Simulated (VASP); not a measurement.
# CdSe (P4_2/mmc) in VASP: settings compared, part 2 of 2

VASP 6.6.1.

## 3. Electric field gradients, r2SCAN+rVV10, non-collinear spin, zero start

Input file INCAR:

```
  PREC = Accurate
  ENCUT = 520
  EDIFF = 1E-8
  ISMEAR = -1
  SIGMA = 0.05
  LREAL = F
  LASPH = T
  NELM = 100
  ALGO = Normal
  ISIF = 2
  LWAVE = F
  LCHARG = F
  LNONCOLLINEAR = T
  MAGMOM = 0 0 0 0 0 0 0 0 0 0 0 0
  LORBIT = 11
  METAGGA = R2SCAN
  LMIXTAU = T
  LUSE_VDW = T
  IVDW_NL = 2
  BPARAM = 11.95
  CPARAM = 0.0093
  LEFG = T
```

Input file KPOINTS:

```
regular mesh
0
Gamma
  5 5 3
```

Input file POSCAR:

```
CdSe
1.0
    4.0942900000      0.0000000000      0.0000000000
    0.0000000000      4.0942900000      0.0000000000
    0.0000000000      0.0000000000      7.3563000000
Cd Se
2 2
Cartesian
    0.0000000000      2.0471450000      0.0000000000
    2.0471450000      0.0000000000      3.6781500000
    2.0471450000      2.0471450000      1.8390750000
    2.0471450000      2.0471450000      5.5172250000
```

Potentials or basis: VASP PAW PBE potentials, release 64 (Cd, Se).

On the command line:

```sh
> cat potpaw_PBE.64/Cd/POTCAR potpaw_PBE.64/Se/POTCAR > POTCAR
> mpirun -np 1 vasp_ncl > vasp.out
```

OUTCAR:

```text
PREC = Accurate
   ENCUT = 520
   EDIFF = 1E-8
   ISMEAR = -1
   LREAL = F
   LASPH = T
   NELM = 100
   ISIF = 2
   LNONCOLLINEAR = T
   LORBIT = 11
   METAGGA = R2SCAN
   IVDW_NL = 2
   BPARAM = 11.95

 ion  position               nearest neighbor table
   1  0.000  0.500  0.000-   3 2.75   4 2.75   3 2.75   4 2.75
   2  0.500  0.000  0.500-   3 2.75   4 2.75   3 2.75   4 2.75
   3  0.500  0.500  0.250-   1 2.75   2 2.75   2 2.75   1 2.75
   4  0.500  0.500  0.750-   1 2.75   2 2.75   2 2.75   1 2.75

  LATTYP: Found a simple tetragonal cell.
 ALAT       =     4.0942900000
 C/A-ratio  =     1.7967217759

  Lattice vectors:

 A1 = (   4.0942900000,   0.0000000000,   0.0000000000)
 A2 = (   0.0000000000,   4.0942900000,   0.0000000000)
 A3 = (   0.0000000000,   0.0000000000,   7.3563000000)

Analysis of symmetry for initial positions (statically):
=====================================================================
 Subroutine PRICEL returns:
 Original cell was already a primitive cell.

 Routine SETGRP: Setting up the symmetry group for a
 simple tetragonal supercell.

 Subroutine GETGRP returns: Found 16 space group operations
[... 798 lines left out ...]
 ion       V_xx      V_yy      V_zz     asymmetry (V_yy - V_xx)/ V_zz
----------------------------------------------------------------------
   1    -125.388  -100.258   225.646       0.111
   2    -125.388  -100.258   225.646       0.111
   3      -5.260    -5.260    10.520       0.000
   4      -5.260    -5.260    10.520       0.000
----------------------------------------------------------------------

           NMR quadrupolar parameters

 Cq : quadrupolar parameter    Cq=e*Q*V_zz/h
 eta: asymmetry parameters     (V_yy - V_xx)/ V_zz
 Q  : nuclear electric quadrupole moment in mb (millibarn)
----------------------------------------------------------------------
 ion       Cq(MHz)       eta       Q (mb)
----------------------------------------------------------------------
   1       0.546       0.111       1.000
   2       0.546       0.111       1.000
   3       0.025       0.000       1.000
   4       0.025       0.000       1.000
----------------------------------------------------------------------

 total charge

# of ion       s       p       d       tot
------------------------------------------
    1        0.421   0.222   9.570  10.213
    2        0.421   0.222   9.570  10.213
    3        1.458   2.389   0.016   3.863
    4        1.458   2.389   0.016   3.863
--------------------------------------------------
tot          3.758   5.223  19.171  28.152

 magnetization (x)

# of ion       s       p       d       tot
------------------------------------------
    1        0.000   0.000   0.000   0.000
    2        0.000   0.000   0.000   0.000
    3        0.000  -0.000  -0.000  -0.000
    4        0.000  -0.000  -0.000  -0.000
--------------------------------------------------
tot          0.000  -0.000  -0.000  -0.000

 magnetization (y)

# of ion       s       p       d       tot
------------------------------------------
    1        0.000   0.000   0.000   0.000
    2        0.000   0.000   0.000   0.000
    3        0.000   0.000   0.000   0.000
    4        0.000   0.000   0.000   0.000
--------------------------------------------------
tot          0.000   0.000   0.000   0.000

 magnetization (z)

# of ion       s       p       d       tot
------------------------------------------
    1        0.000   0.000   0.000   0.000
    2        0.000  -0.000   0.000  -0.000
    3        0.000   0.000   0.000   0.000
    4        0.000   0.000   0.000   0.000
--------------------------------------------------
tot          0.000   0.000   0.000   0.000
```

stdout:

```text
POSCAR found type information on POSCAR CdSe
 POSCAR found :  2 types and       4 ions
 scaLAPACK will be used
 -----------------------------------------------------------------------------
|                                                                             |
|                                                                             |
|     You have switched on vdW-DFT.                                           |
[... 24 lines left out ...]
 entering main loop
Total rVV10 correction in eV:      1.1868800    44.2282166
Total rVV10 correction in eV:      1.1959411    44.2282162
Total rVV10 correction in eV:      1.1983270    44.2282161
Total rVV10 correction in eV:      1.2055924    44.2282161
Total rVV10 correction in eV:      1.2081686    44.2282161
Total rVV10 correction in eV:      1.2093170    44.2282161
[... 22 lines left out ...]
ion   3

ion   4
```

Wall time 14 min (1 thread of AMD EPYC 9R45 (Zen 5), shared host); peak memory 0.79 GiB.

What came out:

```yaml
Free_energy: -69.2061 eV
Pressure: -1.8 GPa
Band_gap_on_the_k_mesh: none (metal or under the smearing width)
Net_moment: 0.00 μB per cell
Valence_electrons_inside_the_program's_atomic_spheres: Cd 10.21; Se 3.86
```

Stress tensor (GPa, compression positive):
```
-1.99  0.00  0.00
 0.00 -1.99  0.00
 0.00  0.00 -1.46
```

Levels at points of the mesh, in eV from the Fermi level:
```
           k point  band 32  band 33  band 34  band 35  band 36  band 37  band 38  band 39  band 40  band 41
(0.00, 0.00, 0.00)    -1.47    -0.82    -0.82    -0.63    -0.63    -0.63    -0.63     3.10     3.10     3.45
```

Moments on the atoms (μB; x, y, z):
```
Cd  0.00 0.00 0.00
Cd  0.00 0.00 0.00
Se  0.00 0.00 0.00
Se  0.00 0.00 0.00
```

Electric field gradients, principal values (V/Å²):
| atom | Vxx | Vyy | Vzz |
| --- | --- | --- | --- |
| 1 Cd | -100.258 | -125.388 | 225.646 |
| 2 Cd | -100.258 | -125.388 | 225.646 |
| 3 Se | -5.260 | -5.260 | 10.520 |
| 4 Se | -5.260 | -5.260 | 10.520 |

Caveat: the PAW data sets were made with another functional, which shifts forces and pressure a little.
